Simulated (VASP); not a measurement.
Wanted: the native input for a VASP 6.6.1 run.

```
Task                   : relaxation of the atoms
Functional             : PBEsol
Potentials or basis    : VASP PAW PBE potentials, release 64 (K_sv, Mg, F)
Cutoff                 : 600 eV
k mesh                 : 8 × 8 × 8
Occupations            : gaussian, width 0.03 eV
Spin                   : no spin polarisation
Further INCAR settings : ALGO = Normal; EDIFF = 1e-07; IBRION = 2; EDIFFG = -0.01; NSW = 40
```

The structure of KMgF3 lies in POSCAR:

```
KMgF3                                   
1.0
    3.9566253630      0.0000000000      0.0000000000
    0.0000000000      3.9566253630      0.0000000000
    0.0000000000      0.0000000000      3.9566253630
  K               Mg              F             
     1     1     3
Direct
     0.5000000000000000    0.5000000000000000    0.5000000000000000
     0.0000000000000000    0.0000000000000000    0.0000000000000000
     0.5000000000000000    0.0000000000000000    0.0000000000000000
     0.0000000000000000    0.5000000000000000    0.0000000000000000
     0.0000000000000000    0.0000000000000000    0.5000000000000000
```

The cell isn't the ideal one: a relaxed cell with its volume scaled by 0.98.

One way to write it, as run:

INCAR

```
ALGO     = Normal         # electronic algorithm
EDIFF    = 1E-7           # SCF threshold, eV
EDIFFG   = -0.01          # ionic threshold
ENCUT    = 600            # plane-wave cutoff, eV
GGA      = PS             # functional
IBRION   = 2              # ionic algorithm
ISIF     = 2              # what is computed and relaxed
ISMEAR   = 0              # smearing method
LASPH    = T              # aspherical terms in the spheres
LCHARG   = F              # write CHGCAR
LREAL    = F              # projectors in reciprocal space
LWAVE    = F              # write WAVECAR
NELM     = 80             # most SCF steps
NSW      = 40             # ionic steps
PREC     = Accurate       # precision mode
SIGMA    = 0.03           # smearing width, eV
```

KPOINTS

```
k-points
0
Gamma
  8 8 8
```

Potentials or basis: VASP PAW PBE potentials, release 64 (K_sv, Mg, F).

Run with:

```bash
$ cat potpaw_PBE.64/K_sv/POTCAR potpaw_PBE.64/Mg/POTCAR potpaw_PBE.64/F/POTCAR > POTCAR
$ mpirun -np 1 vasp_std > vasp.out
```

It gave:

```yaml
Pressure_after_relaxing: 1.6 GPa
Band_gap_on_the_k_mesh: 7.29 eV, indirect (least direct gap 7.61 eV)
```

Caveat: the relaxation stopped at its first step, so nothing moved; the PAW data sets were made with another functional, which shifts forces and pressure a little.

It took 16 s on 1 thread of Intel(R) Xeon(R) 6975P-C (Granite Rapids), with other jobs on the host, peak memory 0.21 GiB.
